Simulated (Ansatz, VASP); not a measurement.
## HfN: VASP beside Ansatz

The input INCAR:

```
SYSTEM = HfN
PREC = Accurate
ENCUT = 520
EDIFF = 1E-7
ISMEAR = -1
SIGMA = 0.05
LREAL = .False.
LASPH = .True.
NELM = 60
ALGO = Normal
ISIF = 2
LWAVE = .False.
LCHARG = .False.
GGA = PS
NBANDS = 23
```

KPOINTS

```
regular mesh
0
Gamma
  10 10 5
  0 0 0
```

Contents of POSCAR:

```
HfN
1.0
    3.1546629845      0.0000000000      0.0000000000
   -1.5773314923      2.7320182850      0.0000000000
    0.0000000000      0.0000000000      5.4526413994
Hf N
2 2
Direct
    0.3333333333      0.6666666667      0.2500000000
    0.6666666667      0.3333333333      0.7500000000
    0.0000000000      0.0000000000      0.5000000000
    0.0000000000      0.0000000000      0.0000000000
```

Contents of input.yaml:

```yaml
crystal:
  lattice:
    - [3.1546629845, 0.0, 0.0]
    - [-1.5773314923, 2.732018285, 0.0]
    - [0.0, 0.0, 5.4526413994]
  atoms:
    - { symbol: Hf, position: [0.3333333333, 0.6666666667, 0.25] }
    - { symbol: Hf, position: [0.6666666667, 0.3333333333, 0.75] }
    - { symbol: "N", position: [0.0, 0.0, 0.5] }
    - { symbol: "N", position: [0.0, 0.0, 0.0] }
kpoints:
  mp_grid: { grid: [10, 10, 5] }
scf:
  occupations: { method: fermi_dirac, width: 0.05 }
hamiltonian:
  xc: pbesol
  pseudopotentials: { kind: all_electron, lapw: { basis_error: 0.001 } }
output:
  forces: true
  stress: true
  eigenvalues: true
```

Change from the starting cell: volume scaled by 1.02.

Alike in both runs: task single point; functional PBEsol; k mesh 10 × 10 × 5; occupations fermi-dirac, width 0.05 eV; no spin polarisation.

|  | VASP | Ansatz |
| --- | --- | --- |
| version | VASP 6.6.1 | Ansatz 0.2.0 |
| potentials or method | VASP PAW PBE potentials, release 64 (Hf_pv, N) | all-electron LAPW, scalar-relativistic |
| plane-wave cutoff (eV) | 520 | see its input |

|  | VASP | Ansatz | Ansatz less VASP |
| --- | --- | --- | --- |
| gap on the k mesh at the Fermi level (eV) | none | none | - |
| pressure (GPa) | -9.6 | -7.5 | +2.06 |
| largest component of the traceless stress (GPa) | 0.49 | 0.57 | +0.075 |

A gap of «none» marks a metal or a gap that the smearing closes. Ansatz ran all-electron here, so the differences hold the error of VASP's frozen core and of both bases.

Caveats: the PAW data sets were made with another functional, which shifts forces and pressure a little (VASP). Spin-orbit coupling is left out, which matters for the levels of Hf.
